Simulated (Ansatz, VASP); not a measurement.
# Zn in VASP and in Ansatz

File POSCAR:

```
Zn
1.0
    0.0000000000      1.8489250047      2.2187100056
    1.8489250047      0.0000000000      2.2187100056
    1.8489250047      1.8489250047      0.0000000000
Zn
1
Direct
    0.0000000000      0.0000000000      0.0000000000
```

File INCAR.step1:

```
SYSTEM = Zn
PREC = Accurate ; ENCUT = 520
ISMEAR = 0 ; SIGMA = 0.15
LREAL = .False. ; LASPH = .True.
NELM = 100 ; NBANDS = 12
GGA = PE ; ALGO = Normal
EDIFF = 1E-4 ; LWAVE = .True.
LCHARG = .False.
```

The input INCAR.step2:

```
SYSTEM = Zn
PREC = Accurate ; ENCUT = 520
EDIFF = 1E-7 ; ISMEAR = 0
SIGMA = 0.15 ; LREAL = .False.
LASPH = .True. ; NELM = 100
ALGO = Normal ; ISIF = 2
LWAVE = .False. ; LCHARG = .False.
METAGGA = R2SCAN ; LMIXTAU = .True.
NBANDS = 12 ; ISTART = 1
```

File KPOINTS:

```
regular mesh
0
Gamma
  22 22 22
  0 0 0
```

Input for Ansatz:

```yaml
crystal:
  lattice:
    - [0.0, 1.8489250047, 2.2187100056]
    - [1.8489250047, 0.0, 2.2187100056]
    - [1.8489250047, 1.8489250047, 0.0]
  atoms:
    - { symbol: Zn, position: [0.0, 0.0, 0.0] }
basis:
  ecutwfc: 500
kpoints:
  mp_grid: { grid: [22, 22, 22] }
hamiltonian:
  xc: r2scan
scf:
  occupations: { method: gaussian, width: 0.15 }
output:
  forces: true
  stress: true
  eigenvalues: true
```

Alike in both runs: task single point; functional r2SCAN; k mesh 22 × 22 × 22; occupations gaussian, width 0.15 eV; no spin polarisation.

```csv
,VASP,Ansatz
version,VASP 6.6.1,Ansatz 0.2.0
potentials or method,"VASP PAW PBE potentials, release 64 (Zn)","scalar-relativistic, plane waves, PAW"
plane-wave cutoff (eV),520,500
valence electrons in the cell,12,12
```

|  | VASP | Ansatz | Ansatz less VASP |
| --- | --- | --- | --- |
| gap on the k mesh at the Fermi level (eV) | none | none | - |
| pressure (GPa) | -2.0 | -2.3 | -0.30 |
| largest component of the traceless stress (GPa) | 7.57 | 7.54 | -0.036 |

A gap of «none» marks a metal or a gap that the smearing closes.

Caveats: the PAW data sets were made with another functional, which shifts forces and pressure a little (VASP).
